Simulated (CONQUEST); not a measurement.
# InP: equation of state with LDA

**What was measured.**

From a printed reference work, data compilation, for a bulk crystal of InP: bulk modulus 71 GPa.

The system is InP.

```
In P
1.0
     4.14435    0.00000    0.00000
     0.00000    4.14435    0.00000
     0.00000    0.00000    5.86100
In P
2 2
Direct
  0.00000 0.00000 0.00000
  0.50000 0.50000 0.50000
  0.00000 0.50000 0.25000
  0.50000 0.00000 0.75000
```

- Program: CONQUEST 1.3
- Task: equation of state
- Functional: LDA
- Potentials or basis: PseudoDojo NC LDA, DZP, grid of 40 × 40 × 60 points
- k mesh: 7 × 7 × 5
- Occupations: fermi-dirac, width 0.05 eV
- Spin: no spin polarisation
- Solver: diagonalisation
- SCF tolerance: 1e-06

The equilibrium volume is 24.89 Å³/atom. The bulk modulus is 72 GPa and the pressure derivative of the bulk modulus is 4.2.

Energy against volume, from the lowest point:
```csv
volume (Å³/atom),energy (meV/atom)
23.657,14.40
24.160,4.53
24.663,0.00
25.167,0.20
25.670,4.75
26.173,13.18
26.677,25.09
```

All runs of the series together: 4.3 min on 1 thread of AMD EPYC 9R45 96-Core Processor (Zen 5), on a shared host.

Measured bulk modulus of InP: 71 GPa (a printed reference work, data compilation). This calculation gives 72 GPa (+1.1 %). The fit is for a static lattice scaled at fixed shape and fixed fractional positions.

Caveat: the DZP basis gives volumes some 2 % larger than converged bases do, and moduli off by several per cent; the basis of atomic orbitals isn't converged, which shifts pressures, moduli and gaps. LDA usually gives volumes a few per cent too small.
